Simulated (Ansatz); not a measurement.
Crystal: SiNi.

```
Ni Si
1.0
     2.94277    0.00000    0.00000
     0.00000    3.28033    0.00000
     0.00000    0.00000    4.67745
Ni Si
2 2
Direct
  0.50000 0.50000 0.34250
  0.00000 0.00000 0.65750
  0.50000 0.50000 0.84314
  0.00000 0.00000 0.15686
```

The cell is a database's computed one.

Base run:

| Property | Result |
| --- | --- |
| Program | Ansatz 0.2.0 |
| Functional | PBE |
| Potentials or basis | Ansatz PAW |
| Cutoff | 420 eV (not typed: the program's choice for these potentials) |
| k mesh | 9 × 8 × 6 |
| Occupations | fermi-dirac, width 0.05 eV |
| Spin | collinear spin, ferromagnetic start |
| Starting moments | [1.0, 1.0, 0.0, 0.0] μB |

Its results: band gap on the k mesh none (metal or under the smearing width); pressure 6.7 GPa; net moment 0.00 μB per cell; largest force 0.054 eV/Å.

Q: The run is repeated on the same cell with these changes: hubbard terms from none to Ni d U = 3 eV; hubbard projectors from none to ortho-atomic (the default). What comes out?

A: Band gap on the k mesh none (metal or under the smearing width); pressure 6.0 GPa; net moment 0.00 μB per cell; largest force 0.077 eV/Å.

Caveats: the starting moments weren't kept; the magnetic or orbital state may not be the lowest (some runs); the U is typed as a test and isn't derived for this compound (some runs).
